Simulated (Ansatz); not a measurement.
**PbO2 (PbO2): how the settings move a single-point run**

Question: which choices in the input matter for PbO2 (PbO2)?

Method: reference: DFT, PBE, PAW with Ansatz's default frozen-core files, scalar-relativistic, in Ansatz 0.2.0.

## 1. Starting point

The structure is cubic, space group Fm-3m (No. 225). Conventional cell: a = 5.410 Å, b = 5.410 Å, c = 5.410 Å, α = 90.00°, β = 90.00°, γ = 90.00°. Around Pb (site symmetry m-3m) lie 8 O at 2.34 Å. O (site symmetry -43m) is surrounded by 4 Pb at 2.34 Å.

Coordinates:

```
Pb O
1.0
     0.00000    2.70484    2.70484
     2.70484    0.00000    2.70484
     2.70484    2.70484    0.00000
Pb O
1 2
Direct
  0.00000 0.00000 0.00000
  0.25000 0.25000 0.25000
  0.75000 0.75000 0.75000
```

## 2. Reference

Input file input.yaml:

```yaml
crystal:
  lattice:
    - [0.0, 2.7048413965, 2.7048413965]
    - [2.7048413965, 0.0, 2.7048413965]
    - [2.7048413965, 2.7048413965, 0.0]
  atoms:
    - { symbol: Pb, position: [0.0, 0.0, 0.0] }
    - { symbol: O, position: [0.25, 0.25, 0.25] }
    - { symbol: O, position: [0.75, 0.75, 0.75] }
kpoints:
  mp_grid: { grid: [9, 9, 9] }
scf:
  occupations: { method: fermi_dirac, width: 0.02 }
hamiltonian:
  xc: pbe
  pseudopotentials: { kind: paw }
output:
  forces: true
  stress: true
  eigenvalues: true
  efg: { contact_densities: true }
  populations: true
  write_density: true
  write_potential: true
  elf: true
  volumetric_format: npy
```

The run is started by

```sh
ansatz run input.yaml --threads 1 --pin off --max-ram 3072MiB --backend cpu --events-out ev --progress --plain --runs-dir out
```

## 3. Variant: mixing.algorithm msr1, mixing.beta 0.1, mixing.ndim 4

Edit input.yaml of step 2 so:

```diff
@@ -13,2 +13,3 @@
   occupations: { method: fermi_dirac, width: 0.02 }
+  mixing: { algorithm: msr1, beta: 0.1, ndim: 4 }
 hamiltonian:
@@ -22,5 +23 @@
   populations: true
-  write_density: true
-  write_potential: true
-  elf: true
-  volumetric_format: npy
```

**Question.** What will these runs give? Wanted: for each run, ending; energy change; pressure; gap; force.

The runs gave:

| run | ending | energy change | pressure (GPa) | gap (eV) | force (eV/Å) | cycles | time |
| --- | --- | --- | --- | --- | --- | --- | --- |
| reference | converged | 0 | 0.0 | 0.00 | 0.00 | 6 | 4.1 s |
| 1: mixing.algorithm msr1, mixing.beta 0.1, mixing.ndim 4 | converged | 0.0 meV/atom | 0.0 | 0.00 | 0.00 | 7 | 4 s |

Times don't compare one to one where runs were asked for different outputs or read a saved state (see the inputs); cycles may leave out searches for a lower state.

Residual by cycle in the longest SCF loop of each run; runs are numbered as in the table. The quantity is the density residual dr2, in eV.

| cycle | reference | run 1 |
| --- | --- | --- |
| 1 | 0.00216 | 0.00216 |
| 2 | 8.8e-4 | 0.00185 |
| 3 | 8.1e-6 | 7.5e-4 |
| 4 | 6.1e-6 | 4.0e-4 |
| 5 | 1.5e-7 | 1.1e-5 |
| 6 | 1.4e-9 | 6.4e-8 |
| 7 | - | 1.2e-9 |

**Reading.** With the changed mixing the energy agrees within 0.5 meV/atom. Semilocal functionals close small gaps, so the missing gap need not be the real solid's.
